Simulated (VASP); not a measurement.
# BaS (I4/mmm) in VASP: further runs, part 2 of 2

VASP 6.6.1. Earlier steps stand in the parts before.

## 3. Single point, PBEsol (strain -0.0450 x Voigt [0, 0, 1, 0, 0, 0], atoms carried along)

The input, INCAR:

```
ALGO = Normal
EDIFF = 1E-7
ENCUT = 520
GGA = PS
ISIF = 2
ISMEAR = 0
LASPH = True
LCHARG = False
LREAL = False
LWAVE = False
NBANDS = 15
NELM = 80
PREC = Accurate
SIGMA = 0.05
```

The input, KPOINTS:

```
k-points
0
Gamma
  8 8 8
```

The input, POSCAR:

```
BaS
1.0
    0.0000000000      3.1663007200      3.0238171876
    3.1663007200      0.0000000000      3.0238171876
    3.1663007200      3.1663007200      0.0000000000
Ba S
1 1
Direct
    0.0000000000      0.0000000000      0.0000000000
    0.5000000000      0.5000000000      0.5000000000
```

Potentials or basis: VASP PAW PBE potentials, release 64 (Ba_sv, S).

Started as:

```console
> cat potpaw_PBE.64/Ba_sv/POTCAR potpaw_PBE.64/S/POTCAR > POTCAR
> mpirun -np 1 vasp_std > vasp.out
```

OUTCAR:

```text
EDIFF = 1E-7
   ENCUT = 520
   GGA = PS
   ISIF = 2
   ISMEAR = 0
   LASPH = True
   LREAL = False
   NELM = 80
   PREC = Accurate

 ion  position               nearest neighbor table
   1  0.000  0.000  0.000-   2 3.02   2 3.02   2 3.17   2 3.17   2 3.17   2 3.17
   2  0.500  0.500  0.500-   1 3.02   1 3.02   1 3.17   1 3.17   1 3.17   1 3.17

  LATTYP: Found a body centered tetragonal cell.
 ALAT       =     4.4778254208
 C/A-ratio  =     1.3505739521

  Lattice vectors:

 A1 = (   0.0000000000,  -3.1663007200,  -3.0238171876)
 A2 = (   0.0000000000,   3.1663007200,  -3.0238171876)
 A3 = (   3.1663007200,   0.0000000000,   3.0238171876)

Analysis of symmetry for initial positions (statically):
=====================================================================
 Subroutine PRICEL returns:
 Original cell was already a primitive cell.

 Routine SETGRP: Setting up the symmetry group for a
 body centered tetragonal supercell.

 Subroutine GETGRP returns: Found 16 space group operations
 (whereof 16 operations were pure point group operations)
 out of a pool of 16 trial point group operations.

The static configuration has the point symmetry D_4h.

Analysis of symmetry for dynamics (positions and initial velocities):
=====================================================================
 Subroutine PRICEL returns:
 Original cell was already a primitive cell.

 Routine SETGRP: Setting up the symmetry group for a
 body centered tetragonal supercell.

 Subroutine GETGRP returns: Found 16 space group operations
 (whereof 16 operations were pure point group operations)
 out of a pool of 16 trial point group operations.

The dynamic configuration has the point symmetry D_4h.

 Subroutine INISYM returns: Found 16 space group operations
 (whereof 16 operations are pure point group operations),
 and found     1 'primitive' translations

[... 123 lines left out ...]
   LEPSILON=     F    determine dielectric tensor
   LRPA    =     F    only Hartree local field effects (RPA)
 non-spin polarized calculation
 Gauss-broadening in eV      SIGMA  =   0.05
  energy-cutoff  :      520.00
  volume of cell :       60.63
 maximum number of plane-waves:      1651
 NGX is ok and might be reduce to    36
   NGX = 17   NGY = 17   NGZ = 17

 number of electron      15.9999999 magnetization

 Free energy of the ion-electron system (eV)
  ---------------------------------------------------
  ext. energy  EPLUGINS =         0.00000000
  ---------------------------------------------------
  free energy    TOTEN  =       -10.65006932 eV

  energy without entropy =      -10.65006932  energy(sigma->0) =      -10.65006932

 E-fermi :   2.1359     XC(G=0):  -9.1233

 val. band max:        1.8899544416   @ k =   0.0000   0.0000   0.0000
 cond. band min:       3.5472370672   @ k =   0.5000   0.5000   0.0000
 fundamental gap:      1.6572826255
 Fermi energy:         2.1359140041

 k-point     1 :       0.0000    0.0000    0.0000
  band No.  band energies     occupation
      1     -24.0833      2.00000
      2      -9.1440      2.00000
      3      -9.1063      2.00000
      4      -9.1063      2.00000
      5      -8.7373      2.00000
      6       1.6683      2.00000
      7       1.6683      2.00000
      8       1.8900      2.00000
      9       5.3791      0.00000
     10       5.3975      0.00000
     11       5.3975      0.00000
     12       5.7515      0.00000
     13       6.3936      0.00000
     14       6.8371      0.00000
[... 401 lines left out ...]
      2     -10.3459      2.00000
      3      -9.2070      2.00000
      4      -9.1987      2.00000
      5      -7.4901      2.00000
      6       0.0701      2.00000
      7       0.7976      2.00000
      8       0.9847      2.00000
      9       5.4919      0.00000
     10       7.5319      0.00000
     11       7.7937      0.00000
     12       7.8208      0.00000
     13       8.9130      0.00000
     14      10.0137      0.00000
     15      12.0919      0.00000

 [... further k-points ...]

------------------------ aborting loop because EDIFF is reached ----------------------------------------

  FORCE on cell =-STRESS in cart. coord.  units (eV):
  Direction    XX          YY          ZZ          XY          YZ          ZX
  --------------------------------------------------------------------------------------
  -------------------------------------------------------------------------------------
  Total        0.5686428      0.5686428      2.8299757      0.0000000     -0.0000000      0.0000000
  in kB       15.0265845     15.0265845     74.7830975      0.0000000     -0.0000000      0.0000000
  external PRESSURE =      34.9454222 kB  Pullay stress =       0.0000000 kB

 VOLUME and BASIS-vectors are now :
 -----------------------------------------------------------------------------
  energy-cutoff  :      520.00
  volume of cell :       60.63
      direct lattice vectors                 reciprocal lattice vectors
     0.000000000  3.166300720  3.023817188    -0.157912986  0.157912986  0.165353912
     3.166300720  0.000000000  3.023817188     0.157912986 -0.157912986  0.165353912
     3.166300720  3.166300720  0.000000000     0.157912986  0.157912986 -0.165353912

 POSITION                                       TOTAL-FORCE (eV/Angst)
 -----------------------------------------------------------------------------------
      0.00000      0.00000      0.00000        -0.000000      0.000000     -0.000000
      3.16630      3.16630      3.02382         0.000000      0.000000      0.000000
 -----------------------------------------------------------------------------------
    total drift:                                0.000000      0.000000      0.000000

  FREE ENERGIE OF THE ION-ELECTRON SYSTEM (eV)
  ---------------------------------------------------
  free  energy   TOTEN  =       -10.6500693157 eV

  energy  without entropy=      -10.6500693157  energy(sigma->0) =      -10.65006932
```

OSZICAR:

```text
N       E                     dE             d eps       ncg     rms          rms(c)
DAV:   1     0.802684962474E+02    0.80268E+02   -0.69937E+03  1770   0.939E+02
DAV:   2    -0.648500831665E+01   -0.86754E+02   -0.78791E+02  2441   0.172E+02
DAV:   3    -0.110013320648E+02   -0.45163E+01   -0.44875E+01  2431   0.401E+01
DAV:   4    -0.110779056279E+02   -0.76574E-01   -0.76552E-01  2254   0.538E+00
DAV:   5    -0.110800020364E+02   -0.20964E-02   -0.20964E-02  2416   0.709E-01    0.525E+00
DAV:   6    -0.106582146216E+02    0.42179E+00   -0.55101E-01  2043   0.453E+00    0.362E+00
DAV:   7    -0.106462201988E+02    0.11994E-01   -0.14321E-01  2321   0.213E+00    0.187E+00
DAV:   8    -0.106501513133E+02   -0.39311E-02   -0.18051E-02  2001   0.887E-01    0.193E-01
DAV:   9    -0.106497439839E+02    0.40733E-03   -0.28327E-03  2302   0.354E-01    0.959E-02
DAV:  10    -0.106500692289E+02   -0.32524E-03   -0.42648E-04  2043   0.154E-01    0.300E-02
DAV:  11    -0.106500683121E+02    0.91680E-06   -0.75371E-05  2274   0.600E-02    0.654E-03
DAV:  12    -0.106500693480E+02   -0.10359E-05   -0.75501E-06  2162   0.154E-02    0.669E-03
DAV:  13    -0.106500693157E+02    0.32376E-07   -0.45849E-07  2148   0.451E-03
   1 F= -.10650069E+02 E0= -.10650069E+02  d E =-.170559E-14
```

Wall time 24 s (1 thread of Intel Xeon 6975P-C (Granite Rapids), shared host); peak memory 0.22 GiB.

What came out:

```
Free energy            : -10.6501 eV
Pressure               : 3.5 GPa
Band gap on the k mesh : 1.66 eV, indirect (least direct gap 1.77 eV)
```

Caveat: the PAW data sets were made with another functional, which shifts forces and pressure a little; spin-orbit coupling is left out, which moves the levels of the heavy elements. A k mesh can miss the band edges.

## 4. Single point, PBEsol (strain -0.0150 x Voigt [0, 0, 1, 0, 0, 0], atoms carried along)

The input, INCAR:

```
ALGO = Fast ; EDIFF = 1E-6
ENCUT = 520 ; GGA = PS
ISIF = 2 ; ISMEAR = 0
LASPH = T ; LCHARG = T
LELF = T ; LREAL = F
LVHAR = T ; LWAVE = F
NBANDS = 15 ; NELM = 100
PREC = Accurate ; SIGMA = 0.05
```

KPOINTS is that of step 3.

The input, POSCAR:

```
BaS
1.0
    0.0000000000      3.1663007200      3.1188062092
    3.1663007200      0.0000000000      3.1188062092
    3.1663007200      3.1663007200      0.0000000000
Ba S
1 1
Direct
    0.0000000000      0.0000000000      0.0000000000
    0.5000000000      0.5000000000      0.5000000000
```

Potentials or basis: VASP PAW PBE potentials, release 64 (Ba_sv, S).

Started as:

```console
> cat potpaw_PBE.64/Ba_sv/POTCAR potpaw_PBE.64/S/POTCAR > POTCAR
> mpirun -np 1 vasp_std > vasp.out
```

OUTCAR:

```text
EDIFF = 1E-6
   ENCUT = 520
   GGA = PS
   ISIF = 2
   ISMEAR = 0
   LASPH = T
   LREAL = F
   NELM = 100
   PREC = Accurate

 ion  position               nearest neighbor table
   1  0.000  0.000  0.000-   2 3.12   2 3.12   2 3.17   2 3.17   2 3.17   2 3.17
   2  0.500  0.500  0.500-   1 3.12   1 3.12   1 3.17   1 3.17   1 3.17   1 3.17

  LATTYP: Found a body centered tetragonal cell.
 ALAT       =     4.4778254208
 C/A-ratio  =     1.3930003589

  Lattice vectors:

[... 622 lines left out ...]
------------------------ aborting loop because EDIFF is reached ----------------------------------------

  FORCE on cell =-STRESS in cart. coord.  units (eV):
  Direction    XX          YY          ZZ          XY          YZ          ZX
  --------------------------------------------------------------------------------------
  -------------------------------------------------------------------------------------
  Total        0.3681870      0.3681870      0.9896384      0.0000000     -0.0000000      0.0000000
  in kB        9.4331420      9.4331420     25.3550456      0.0000000     -0.0000000      0.0000000
  external PRESSURE =      14.7404432 kB  Pullay stress =       0.0000000 kB

 VOLUME and BASIS-vectors are now :
 -----------------------------------------------------------------------------
  energy-cutoff  :      520.00
  volume of cell :       62.53
      direct lattice vectors                 reciprocal lattice vectors
     0.000000000  3.166300720  3.118806209    -0.157912986  0.157912986  0.160317752
     3.166300720  0.000000000  3.118806209     0.157912986 -0.157912986  0.160317752
     3.166300720  3.166300720  0.000000000     0.157912986  0.157912986 -0.160317752

 POSITION                                       TOTAL-FORCE (eV/Angst)
 -----------------------------------------------------------------------------------
      0.00000      0.00000      0.00000        -0.000000      0.000000     -0.000000
      3.16630      3.16630      3.11881         0.000000     -0.000000      0.000000
 -----------------------------------------------------------------------------------
    total drift:                                0.000000      0.000000      0.000000

  FREE ENERGIE OF THE ION-ELECTRON SYSTEM (eV)
  ---------------------------------------------------
  free  energy   TOTEN  =       -10.7079403204 eV

  energy  without entropy=      -10.7079403204  energy(sigma->0) =      -10.70794032
```

OSZICAR:

```text
N       E                     dE             d eps       ncg     rms          rms(c)
DAV:   1     0.809574988489E+02    0.80957E+02   -0.68872E+03  1770   0.935E+02
DAV:   2    -0.639639596594E+01   -0.87354E+02   -0.78471E+02  2453   0.170E+02
DAV:   3    -0.110389237201E+02   -0.46425E+01   -0.46076E+01  2422   0.406E+01
DAV:   4    -0.111313855225E+02   -0.92462E-01   -0.92439E-01  2275   0.567E+00
DAV:   5    -0.111334406023E+02   -0.20551E-02   -0.20550E-02  2375   0.722E-01    0.491E+00
RMM:   6    -0.107153172536E+02    0.41812E+00   -0.54644E-01  1871   0.275E+00    0.332E+00
RMM:   7    -0.107041975868E+02    0.11120E-01   -0.12786E-01  2124   0.154E+00    0.189E+00
RMM:   8    -0.107099400633E+02   -0.57425E-02   -0.27279E-02  2051   0.108E+00    0.594E-01
RMM:   9    -0.107078079249E+02    0.21321E-02   -0.32443E-03  2452   0.304E-01    0.363E-01
RMM:  10    -0.107082859593E+02   -0.47803E-03   -0.47083E-03  2411   0.260E-01    0.302E-01
RMM:  11    -0.107079470242E+02    0.33894E-03   -0.53838E-04  2182   0.112E-01    0.815E-02
RMM:  12    -0.107079429348E+02    0.40894E-05   -0.11015E-04  2437   0.484E-02    0.304E-02
RMM:  13    -0.107079397408E+02    0.31940E-05   -0.31873E-05  2275   0.243E-02    0.629E-03
RMM:  14    -0.107079403204E+02   -0.57956E-06   -0.54902E-06  2170   0.101E-02
   1 F= -.10707940E+02 E0= -.10707940E+02  d E =-.281909E-14
```

It took 28 s on 1 thread of Intel Xeon 6975P-C (Granite Rapids), shared host; peak memory 0.23 GiB.

Results:

```yaml
Free_energy: -10.7079 eV
Pressure: 1.5 GPa
Band_gap_on_the_k_mesh: 1.85 eV, indirect (least direct gap 1.98 eV)
```

Levels at points of the mesh, in eV from the valence-band top:
| k point | band 5 | band 6 | band 7 | band 8 | band 9 | band 10 | band 11 | band 12 |
| --- | --- | --- | --- | --- | --- | --- | --- | --- |
| (0.00, 0.00, 0.00) | -10.46 | -0.06 | -0.06 | 0.00 | 3.56 | 3.70 | 3.70 | 3.82 |
| (0.50, 0.00, 0.00) | -8.99 | -2.13 | -1.24 | -1.23 | 5.56 | 5.61 | 6.36 | 6.39 |
| (0.50, 0.50, 0.00) | -10.37 | -0.47 | -0.18 | -0.18 | 1.85 | 5.99 | 6.14 | 7.65 |
| (0.50, 0.00, 0.50) | -10.37 | -0.56 | -0.18 | -0.11 | 1.87 | 5.91 | 6.18 | 7.60 |

Caveat: the PAW data sets were made with another functional, which shifts forces and pressure a little; spin-orbit coupling is left out, which moves the levels of the heavy elements. A k mesh can miss the band edges.

## 5. Summary

| cell | gap on the mesh (eV) | pressure (GPa) |
| --- | --- | --- |
| strain -0.0600 x Voigt [0, 0, 1, 0, 0, 0], atoms carried along | 1.53 | 4.8 |
| strain -0.0450 x Voigt [0, 0, 1, 0, 0, 0], atoms carried along | 1.66 | 3.5 |
| strain -0.0150 x Voigt [0, 0, 1, 0, 0, 0], atoms carried along | 1.85 | 1.5 |

Alike in all rows: task single point; level PBEsol; potentials or basis VASP PAW PBE potentials, release 64 (Ba_sv, S); no spin polarisation; k mesh 8 × 8 × 8; cutoff (eV) 520; smearing gaussian 0.05 eV.

Caveats: the PAW data sets were made with another functional, which shifts forces and pressure a little; spin-orbit coupling is left out, which moves the levels of the heavy elements.

Absolute energies hang on the potentials; compare differences alone.
